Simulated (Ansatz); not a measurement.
# armchair WS2 nanoribbon (N = 6, bare edges): bands under strain, part 2 of 3

What gap, if any, does the armchair WS2 nanoribbon (N = 6, bare edges) have, and how does it change under strain?

Ansatz 0.2.0; DFT PBE, plane waves, PAW; relaxation of a wire's period (the session's first sound run).

So far. Step 2 (The relaxed wire): The cell's length comes to 5.455 Å with no moment.

### Step 3. Bands of the perfect wire

This step: DFT PBE, plane waves, PAW; bands of a perfect wire (Ansatz 0.2.0).

At the relaxed period the bands are computed along the axis; those that cross an energy going forward count the channels that a perfect wire would open there.

Contents of input.yaml:

```yaml
crystal:
  lattice:
    - [14.95, 0.0, 0.0]
    - [0.0, 10.14, 0.0]
    - [0.0, 0.0, 5.4554994953]
  atoms:
    - { symbol: W, position: [0.251244435, 0.5, 0.029915077] }
    - { symbol: W, position: [0.446070296, 0.5, 0.993226441] }
    - { symbol: W, position: [0.667320229, 0.5, 0.011525964] }
    - { symbol: S, position: [0.225828549, 0.656745411, 0.322772736] }
    - { symbol: S, position: [0.225828549, 0.343254589, 0.322772736] }
    - { symbol: S, position: [0.443295979, 0.651728807, 0.334842518] }
    - { symbol: S, position: [0.443295979, 0.348271193, 0.334842518] }
    - { symbol: S, position: [0.657542858, 0.66190048, 0.325051003] }
    - { symbol: S, position: [0.657542858, 0.33809952, 0.325051003] }
    - { symbol: W, position: [0.332679771, 0.5, 0.511525964] }
    - { symbol: W, position: [0.553929704, 0.5, 0.493226441] }
    - { symbol: W, position: [0.748755565, 0.5, 0.529915077] }
    - { symbol: S, position: [0.342457142, 0.66190048, 0.825051003] }
    - { symbol: S, position: [0.342457142, 0.33809952, 0.825051003] }
    - { symbol: S, position: [0.556704021, 0.651728807, 0.834842518] }
    - { symbol: S, position: [0.556704021, 0.348271193, 0.834842518] }
    - { symbol: S, position: [0.774171451, 0.656745411, 0.822772736] }
    - { symbol: S, position: [0.774171451, 0.343254589, 0.822772736] }
kpoints:
  mp_grid: { grid: [1, 1, 15] }
  band_path: { path: ["Γ", Z], npoints: 90 }
scf:
  occupations: { method: fermi_dirac, width: 0.05 }
hamiltonian:
  xc: pbe
output:
  dos: { e_range: [-5, 4] }
  write_potential: true
  write_density: true
  volumetric_format: npy
```

The run is started by

```
ansatz run input.yaml --threads 4 --pin off --max-ram 16384MiB --backend cpu --events-out ev --progress --plain --runs-dir out
```

Numbers of over 12 decimals in the logs are rounded to 6 here.

The log of the run:

```text
[...]
Crystal: 18 atoms, lattice volume = 827.016 Å³
Basis set: ecut = 420 eV, 16131 PW (Γ)
Bands: 96, of which v1, the nominal top of the filled ones, is band 78 counted from 1 (77 counted from 0)
Symmetry: 4 space group operations
[...]
k-points: 8 of 15 (time reversal used)
[...]
SCF iter   1: F=—  HF=-73140.367574 eV  |F-HF|=—  |Δ(HF+E_count)|=         —  Δρ=7.84e-3  dr2=7.55e-1  ethr=1.77e-3  ⟨swp⟩=8.0  Hψ=3475  notcnv=0  defer=3
[...]
SCF iter  10: F=-73140.314368 eV  HF=-73140.314368 eV  |F-HF|=3.90e-8  |Δ(HF+E_count)|=   4.52e-7  Δρ=2.65e-6  dr2=5.34e-8  ethr=6.41e-11  ⟨swp⟩=10.4  Hψ=2987  notcnv=0
SCF 1 converged in 10 iterations: F = -73140.314368 eV  dr2 = 5.34e-8
[...]
NSCF: frozen V_eff on 91 k-points
WARN: The output density's exchange-correlation potential varies sharply where the density is thin. Do not read a vacuum level from v_tot or v_xc, or from such a field of the output density. On a cell that repeats whose density bears no net charge and no dipole along the vacuum's axis use v_es (v_loc + v_h of the components); under efield.dipole_correction with no amplitude use v_es + v_field, which holds any externa [...]
SCF converged after 10 iterations
Free energy (F): -73140.314368 eV
[...]
Internal energy: -73140.306570 eV  (E = F + TS)
E sigma→0 (E₀):  -73140.310469 eV
Entropy (-TS):   -0.007799 eV (-0.433 meV/atom)
Fermi energy:    1.342277 eV
[...]
--- Band table (eV; the first three rows and the last of 8) ---
  k-point 0: bands = [... 74 lower, 0.4967, 0.5700, 0.7976, 1.1587, 1.4996, 1.5948, 1.7507, 1.8303, ... 14 higher]
  k-point 1: bands = [... 74 lower, 0.4945, 0.5772, 0.8102, 1.1554, 1.5339, 1.6167, 1.7460, 1.8332, ... 14 higher]
  k-point 2: bands = [... 74 lower, 0.4904, 0.5979, 0.8313, 1.1294, 1.6349, 1.6953, 1.7339, 1.8400, ... 14 higher]
  k-point 7: bands = [... 74 lower, 0.5804, 0.6145, 0.8743, 0.8766, 1.7664, 1.7926, 2.1383, 2.1651, ... 14 higher]
```

Run time: 2.8 min. Hardware: 4 threads of Arm Neoverse V1, shared host; peak memory 4.2 GiB; 11 min of CPU time.

Numbers from this step:

| Item | Value |
| --- | --- |
| energy at zero smearing | -73140.3105 eV |
| band gap | 0.3409 eV |

The electronic bands at the labelled points (eV, zero at the Fermi level; v1 is the highest filled band, c1 the lowest empty one):

```csv
point,v4,v3,v2,v1,c1,c2,c3,c4
Γ,-0.85,-0.77,-0.54,-0.18,0.16,0.25,0.41,0.49
halfway,-0.85,-0.70,-0.49,-0.32,0.37,0.50,0.57,0.61
Z,-0.74,-0.74,-0.47,-0.47,0.44,0.44,0.80,0.80
```

The gap is 0.341 eV, with spin left out.

The path shows a direct gap of 0.34 eV (valence top at Γ, conduction bottom at Γ).

### Step 4. At a strained period, period over the relaxed period 0.96, k-mesh 1×1×12

This step: DFT PBE, plane waves, PAW; relaxation at a fixed period (Ansatz 0.2.0).

The period is set to 0.96 times the relaxed one and the atoms relax within it: strain changes bond lengths and angles, which shifts the bands against each other. Against the first PBE run of this kind, the mesh along the wire has 12 points against 15.

The cell differs from the one that the last finished run ended in (c 5.455 → 5.237 Å).

Edit input.yaml of step 3 so:

```diff
@@ -4,5 +4,5 @@
     - [0.0, 10.14, 0.0]
-    - [0.0, 0.0, 5.4554994953]
+    - [0.0, 0.0, 5.2372795155]
   atoms:
-    - { symbol: W, position: [0.251244435, 0.5, 0.029915077] }
+    - { symbol: W, position: [0.251244435, 0.5, 0.029915077], spin: 0.3 }
     - { symbol: W, position: [0.446070296, 0.5, 0.993226441] }
@@ -17,3 +17,3 @@
     - { symbol: W, position: [0.553929704, 0.5, 0.493226441] }
-    - { symbol: W, position: [0.748755565, 0.5, 0.529915077] }
+    - { symbol: W, position: [0.748755565, 0.5, 0.529915077], spin: 0.3 }
     - { symbol: S, position: [0.342457142, 0.66190048, 0.825051003] }
@@ -24,4 +24,6 @@
     - { symbol: S, position: [0.774171451, 0.343254589, 0.822772736] }
+magnetization:
+  spin_polarized: true
 kpoints:
-  mp_grid: { grid: [1, 1, 15] }
+  mp_grid: { grid: [1, 1, 12] }
   band_path: { path: ["Γ", Z], npoints: 90 }
@@ -31,6 +33,6 @@
   xc: pbe
+relax:
+  max_steps: 40
+  f_tol: 0.02
 output:
-  dos: { e_range: [-5, 4] }
-  write_potential: true
-  write_density: true
-  volumetric_format: npy
+  stress: true
```

The log of the run:

```text
Warning: output.stress: scf.convergence.dr2_threshold = 1e-7 eV (the SCF's general default) is looser than the 1.8e-9 eV advised for a printed stress (1e-10 eV for each atom of the cell: 18). What an SCF threshold leaves in a stress goes as its square root, and in the free energy as the threshold itself, and one threshold admits the most on a small cell: [figures from the program's tests cut] Every solve of this run  [...]
[...]
Crystal: 18 atoms, lattice volume = 793.935 Å³
Basis set: ecut = 420 eV, 15505 PW (Γ), exchange–correlation on 200×144×72 points (8 copies of the dense FFT grid, shifted against one another)
Bands: 97, of which v1, the nominal top of the filled ones, is band 78 counted from 1 (77 counted from 0)
Symmetry: 4 space group operations
[...]
k-points: 7 of 12 (time reversal used)
[...]
Starting moments: Σ|m| = 0.6 μB on 2 of 18 sites
[...]
SCF iter   1: F=—  HF=-73144.230256 eV  |F-HF|=—  |Δ(HF+E_count)|=         —  Δρ=1.78e-2 (↑1.78e-2 ↓1.71e-2)  dr2=1.50e1  dr2_m=1.39e-2  M=0.005 μB ∫|m|=0.431 μB  β_m=0.30  ethr=3.10e-3  ⟨swp⟩=7.3  Hψ=6156  notcnv=0  defer=2
[...]
SCF iter  13: F=-73139.843969 eV  HF=-73139.843969 eV  |F-HF|=7.36e-8  |Δ(HF+E_count)|=   1.58e-8  Δρ=1.26e-6 (↑1.21e-6 ↓1.26e-6)  dr2=8.89e-8  dr2_m=3.69e-9  M=0.000 μB ∫|m|=0.000 μB  ethr=1.43e-10  ⟨swp⟩=3.0  Hψ=2757  notcnv=0
[...]
SCF 1 converged in 13 iterations: F = -73139.843969 eV  dr2 = 8.89e-8
[...]
relax step   1: F+E_penalty+E_count = -73139.84396868 eV  Δ(F+E_penalty+E_count) = +0.000e0 eV  max|allowed force component| = 1.002e0 eV/Å  Δτ_max = 0.0000 Å  (13 SCF iters, dr2 threshold 1.00e-5 eV, accepted)
[...]
SCF iter   9: F=-73139.957413 eV  HF=-73139.957421 eV  |F-HF|=7.59e-6  |Δ(HF+E_count)|=   4.36e-5  Δρ=9.19e-6 (↑9.19e-6 ↓9.09e-6)  dr2=9.01e-6  dr2_m=1.79e-9  M=0.000 μB ∫|m|=0.000 μB  ethr=9.31e-9  ⟨swp⟩=2.2  Hψ=4657  notcnv=0
[...]
SCF 2 converged in 9 iterations: F = -73139.957413 eV  dr2 = 9.01e-6
relax step   2: F+E_penalty+E_count = -73139.95741298 eV  Δ(F+E_penalty+E_count) = -1.134e-1 eV  max|allowed force component| = 6.327e-1 eV/Å  Δτ_max = 0.1742 Å  (9 SCF iters, dr2 threshold 6.27e-5 eV, accepted)
SCF iter   1: F=—  HF=-73140.062291 eV  |F-HF|=—  |Δ(HF+E_count)|=         —  Δρ=2.58e-3 (↑2.49e-3 ↓2.58e-3)  dr2=2.23e-1  dr2_m=1.30e-3  M=-0.001 μB ∫|m|=0.017 μB  β_m=0.30  ethr=2.17e-3  ⟨swp⟩=4.0  Hψ=3016  notcnv=0  defer=110
[...]
SCF iter   9: F=-73140.037001 eV  HF=-73140.037017 eV  |F-HF|=1.56e-5  |Δ(HF+E_count)|=   1.20e-5  Δρ=1.28e-5 (↑1.17e-5 ↓1.28e-5)  dr2=1.68e-5  dr2_m=3.44e-9  M=-0.000 μB ∫|m|=0.000 μB  ethr=2.14e-9  ⟨swp⟩=1.9  Hψ=4463  notcnv=0
[...]
SCF 3 converged in 9 iterations: F = -73140.037001 eV  dr2 = 1.68e-5
relax step   3: F+E_penalty+E_count = -73140.03700145 eV  Δ(F+E_penalty+E_count) = -7.959e-2 eV  max|allowed force component| = 1.570e-1 eV/Å  Δτ_max = 0.0948 Å  (9 SCF iters, dr2 threshold 2.50e-5 eV, accepted)
[...]
relax step   4: F+E_penalty+E_count = -73140.03925514 eV  Δ(F+E_penalty+E_count) = -2.254e-3 eV  max|allowed force component| = 1.027e-1 eV/Å  Δτ_max = 0.0051 Å  (6 SCF iters, dr2 threshold 1.54e-6 eV, accepted)
[...]
relax step   5: F+E_penalty+E_count = -73140.04049162 eV  Δ(F+E_penalty+E_count) = -1.236e-3 eV  max|allowed force component| = 3.382e-2 eV/Å  Δτ_max = 0.0077 Å  (7 SCF iters, dr2 threshold 6.59e-7 eV, accepted)
SCF iter   1: F=—  HF=-73140.040838 eV  |F-HF|=—  |Δ(HF+E_count)|=         —  Δρ=1.05e-4 (↑1.05e-4 ↓1.05e-4)  dr2=2.49e-4  dr2_m=1.25e-6  M=0.000 μB ∫|m|=0.000 μB  β_m=0.65  ethr=1.96e-6  ⟨swp⟩=2.0  Hψ=2482  notcnv=0  defer=118
[...]
SCF iter   8: F=-73140.040661 eV  HF=-73140.040661 eV  |F-HF|=7.28e-11  |Δ(HF+E_count)|=   1.11e-8  Δρ=2.47e-7 (↑2.47e-7 ↓2.47e-7)  dr2=2.54e-9  dr2_m=3.45e-12  M=0.000 μB ∫|m|=0.000 μB  ethr=1.83e-11  ⟨swp⟩=2.3  Hψ=4399  notcnv=0
[...]
SCF 6 converged in 8 iterations: F = -73140.040661 eV  dr2 = 2.54e-9
relax step   6: F+E_penalty+E_count = -73140.04066091 eV  Δ(F+E_penalty+E_count) = -1.693e-4 eV  max|allowed force component| = 1.101e-2 eV/Å  Δτ_max = 0.0030 Å  (8 SCF iters, accepted)
[...]
the band table was solved once a step of the walk had ended and its energy, with any forces and stress, was formed, with the checks that follow a solve (7056 applications of the Hamiltonian). They found nothing against the state; the energy, forces and stress were not computed again (output.eigenvalues in the input reference)
[...]
SCF converged after 8 iterations
Magnetization: 0.0000 μB (78.0000 up, 78.0000 down)
Absolute magnetization: 0.0000 μB (∫|ρ↑−ρ↓|, with the PAW one-centre terms)
[...]
Per-site moments (μB) at R_I (Å): [(1.200743416518916e-6, 0.944791), (-2.306498325412613e-7, 0.983438), (-7.676762024370499e-7, 0.973256), (-1.6007957628746028e-7, 0.944791), (-1.6007957620002396e-7, 0.944791), (3.277596560936216e-8, 0.983438), (3.277596574265691e-8, 0.983438), (-3.3597011751082914e-8, 0.973256), (-3.359701165014453e-8, 0.973256), (-7.67676202475757e-7, 0.973256), (-2.3064983248599443e-7, 0.983438), (1.2007434164522471e-6, 0.944791), (-3.359701176991794e-8, 0.973256), (-3.359701173603412e-8, 0.973256), (3.2775965618436517e-8, 0.983438), (3.277596576571106e-8, 0.983438), (-1.6007957626732226e-7, 0.944791), (-1.6007957617586674e-7, 0.944791)]
Free energy (F): -73140.040661 eV
[...]
Internal energy: -73140.030867 eV  (E = F + TS)
E sigma→0 (E₀):  -73140.035764 eV
Entropy (-TS):   -0.009794 eV (-0.544 meV/atom)
Fermi energy:    1.607383 eV
[...]
--- Forces (eV/Å), atoms counted from 1 ---
  atom   1  W      0.01101255     0.00000000     0.00755735
  atom   2  W      0.00031837    -0.00000000    -0.01010956
  atom   3  W     -0.00787890     0.00000000     0.00424638
  atom   4  S     -0.00646373    -0.00446538    -0.00366265
  atom   5  S     -0.00646373     0.00446538    -0.00366265
  atom   6  S      0.00635150     0.00326007     0.00304784
  atom   7  S      0.00635150    -0.00326007     0.00304784
  atom   8  S      0.00505895    -0.00166057    -0.00022382
  atom   9  S      0.00505895     0.00166057    -0.00022382
  atom  10  W      0.00787890     0.00000000     0.00424638
  atom  11  W     -0.00031837    -0.00000000    -0.01010956
  atom  12  W     -0.01101255     0.00000000     0.00755735
  atom  13  S     -0.00505895    -0.00166057    -0.00022382
  atom  14  S     -0.00505895     0.00166057    -0.00022382
  atom  15  S     -0.00635150     0.00326007     0.00304784
  atom  16  S     -0.00635150    -0.00326007     0.00304784
  atom  17  S      0.00646373    -0.00446538    -0.00366265
  atom  18  S      0.00646373     0.00446538    -0.00366265
  max |Σ_I F_I| component: 3.38e-5 eV/Å
--- Stress (GPa, compression-positive) ---
       -0.006714       0.000000       0.000000
        0.000000       0.035569       0.000000
        0.000000       0.000000       2.699229
  P = ⅓ Tr σ = 0.9094 GPa (9.094 kbar)
--- Band table (eV; the first three rows and the last of 14) ---
  k-point 0 ↑: bands = [... 74 lower, 0.8941, 0.9087, 1.1591, 1.4591, 1.7325, 1.8497, 1.9945, 2.1622, ... 15 higher]
  k-point 1 ↑: bands = [... 74 lower, 0.8863, 0.9191, 1.1589, 1.4422, 1.8085, 1.8901, 1.9882, 2.1614, ... 15 higher]
  k-point 2 ↑: bands = [... 74 lower, 0.8661, 0.9446, 1.1267, 1.3463, 1.9764, 2.0090, 2.0522, 2.1584, ... 15 higher]
  k-point 6 ↓: bands = [... 74 lower, 0.8931, 0.8931, 0.9670, 0.9670, 2.0778, 2.0778, 2.4385, 2.4385, ... 15 higher]
--- Relaxed structure (6 steps of the walk, 6 accepted, 0 SCFs on fresh bases) ---
  F+E_penalty+E_count = -73140.04066091 eV   max|allowed force component| = 1.101e-2 eV/Å
  atoms:
    - { symbol: W, position: [0.246601, 0.500000, 0.020536] }
    - { symbol: W, position: [0.445625, 0.500000, 0.991475] }
    - { symbol: W, position: [0.668863, 0.500000, 0.00783753] }
    - { symbol: S, position: [0.220554, 0.656854, 0.326315] }
    - { symbol: S, position: [0.220554, 0.343146, 0.326315] }
    - { symbol: S, position: [0.443004, 0.653477, 0.336246] }
    - { symbol: S, position: [0.443004, 0.346523, 0.336246] }
    - { symbol: S, position: [0.658894, 0.663289, 0.327515] }
    - { symbol: S, position: [0.658894, 0.336711, 0.327515] }
    - { symbol: W, position: [0.331137, 0.500000, 0.507838] }
    - { symbol: W, position: [0.554375, 0.500000, 0.491475] }
    - { symbol: W, position: [0.753399, 0.500000, 0.520536] }
    - { symbol: S, position: [0.341106, 0.663289, 0.827515] }
    - { symbol: S, position: [0.341106, 0.336711, 0.827515] }
    - { symbol: S, position: [0.556996, 0.653477, 0.836246] }
    - { symbol: S, position: [0.556996, 0.346523, 0.836246] }
    - { symbol: S, position: [0.779446, 0.656854, 0.826315] }
    - { symbol: S, position: [0.779446, 0.343146, 0.826315] }
```

Elapsed: 7.9 min, on 4 threads; peak memory 6.4 GiB; 31 min of CPU time.

Relaxation path:

```csv
step,energy less that of the first step (eV),largest force component (eV/Å)
1,0.0000,1.0019
2,-0.1134,0.6327
3,-0.1930,0.1570
4,-0.1953,0.1027
5,-0.1965,0.0338
6,-0.1967,0.0110
```

The run keeps the 4 symmetry operations that it works with, so distortions that break them were not tested.

The atoms that moved most (Å):

```csv
atom,dx,dy,dz,length
W1,-0.069,0.000,-0.049,0.085
W12,0.069,0.000,-0.049,0.085
S18,0.079,-0.001,0.019,0.081
S17,0.079,0.001,0.019,0.081
S5,-0.079,-0.001,0.019,0.081
S4,-0.079,0.001,0.019,0.081
W10,-0.023,0.000,-0.019,0.030
W3,0.023,0.000,-0.019,0.030
```

Final coordinates:

```xyz
18
Lattice="14.9500 0.0000 0.0000 0.0000 10.1400 0.0000 0.0000 0.0000 5.2373" Properties=species:S:1:pos:R:3
W     3.6867    5.0700    0.1076
W     6.6621    5.0700    5.1926
W     9.9995    5.0700    0.0410
S     3.2973    6.6605    1.7090
S     3.2973    3.4795    1.7090
S     6.6229    6.6263    1.7610
S     6.6229    3.5137    1.7610
S     9.8505    6.7258    1.7153
S     9.8505    3.4142    1.7153
W     4.9505    5.0700    2.6597
W     8.2879    5.0700    2.5740
W    11.2633    5.0700    2.7262
S     5.0995    6.7258    4.3339
S     5.0995    3.4142    4.3339
S     8.3271    6.6263    4.3797
S     8.3271    3.5137    4.3797
S    11.6527    6.6605    4.3276
S    11.6527    3.4795    4.3276
```

Numbers from this step:

| Item | Value |
| --- | --- |
| energy at zero smearing | -73140.0358 eV |
| band gap | 0.273 eV |

The gap is 0.273 eV, against 0.341 eV under PBE at the relaxed period, with no moment.

### Step 5. Strain along the wire, period over the relaxed period 0.98, k-mesh 1×1×12

The period is set to 0.98 times the relaxed one and the atoms relax within it: strain changes bond lengths and angles, which shifts the bands against each other. Against the first PBE run of this kind, the mesh along the wire has 12 points against 15.

The cell differs from the one that the last finished run ended in (c 5.237 → 5.346 Å).

Edit input.yaml of step 4 so:

```diff
@@ -4,3 +4,3 @@
     - [0.0, 10.14, 0.0]
-    - [0.0, 0.0, 5.2372795155]
+    - [0.0, 0.0, 5.3463895054]
   atoms:
```

The log of the run:

```text
[...]
Crystal: 18 atoms, lattice volume = 810.475 Å³
Basis set: ecut = 420 eV, 15801 PW (Γ), exchange–correlation on 200×144×72 points (8 copies of the dense FFT grid, shifted against one another)
Bands: 97, of which v1, the nominal top of the filled ones, is band 78 counted from 1 (77 counted from 0)
[...]
- { symbol: W, position: [0.750867, 0.5, 0.525651] }
    - { symbol: S, position: [0.341949, 0.662660, 0.826270] }
    - { symbol: S, position: [0.341949, 0.337340, 0.826270] }
    - { symbol: S, position: [0.556869, 0.652610, 0.835490] }
    - { symbol: S, position: [0.556869, 0.347390, 0.835490] }
    - { symbol: S, position: [0.776735, 0.656888, 0.824272] }
    - { symbol: S, position: [0.776735, 0.343112, 0.824272] }
[key lines of the parts left out:]
SCF converged after 7 iterations
Magnetization: 0.0000 μB (78.0000 up, 78.0000 down)
Free energy (F): -73140.247385 eV
Fermi energy:    1.471961 eV
P = ⅓ Tr σ = 0.4480 GPa (4.480 kbar)
```

Elapsed: 7.5 min, on 4 threads; peak memory 6.5 GiB.

The steps of the relaxation:

```csv
step,energy less that of the first step (eV),largest force component (eV/Å)
1,0.0000,0.4724
2,-0.0224,0.3301
3,-0.0448,0.0752
4,-0.0453,0.0506
5,-0.0456,0.0134
```

Forces are held to the 4 operations that the run works with; a distortion that breaks them can't arise in this run.

The atoms that moved most (Å):

```csv
atom,dx,dy,dz,length
S4,-0.038,0.001,0.008,0.039
S5,-0.038,-0.001,0.008,0.039
S17,0.038,0.001,0.008,0.039
S18,0.038,-0.001,0.008,0.039
W12,0.032,0.000,-0.023,0.039
W1,-0.032,0.000,-0.023,0.039
W3,0.012,0.000,-0.008,0.014
W10,-0.012,0.000,-0.008,0.014
```

The relaxed structure:

```xyz
18
Lattice="14.9500 0.0000 0.0000 0.0000 10.1400 0.0000 0.0000 0.0000 5.3464" Properties=species:S:1:pos:R:3
W     3.7245    5.0700    0.1371
W     6.6660    5.0700    5.3052
W     9.9881    5.0700    0.0534
S     3.3378    6.6608    1.7337
S     3.3378    3.4792    1.7337
S     6.6248    6.6175    1.7937
S     6.6248    3.5225    1.7937
S     9.8379    6.7194    1.7444
S     9.8379    3.4206    1.7444
W     4.9619    5.0700    2.7266
W     8.2840    5.0700    2.6320
W    11.2255    5.0700    2.8103
S     5.1121    6.7194    4.4176
S     5.1121    3.4206    4.4176
S     8.3252    6.6175    4.4669
S     8.3252    3.5225    4.4669
S    11.6122    6.6608    4.4069
S    11.6122    3.4792    4.4069
```

The gap is 0.306 eV, against 0.341 eV under PBE at the relaxed period, with no moment.

(Continued in part 3 of 3.)

[Logs are printed without paths, hosts, clocks, repeated set-up lines and the standing remarks that a program may print on its own settings, such as how far it seeks lower states.]

[Hosts, paths, dates, database ids (printed as entryN), source tags and the programs' standing remarks are cut or masked in the printed files.]
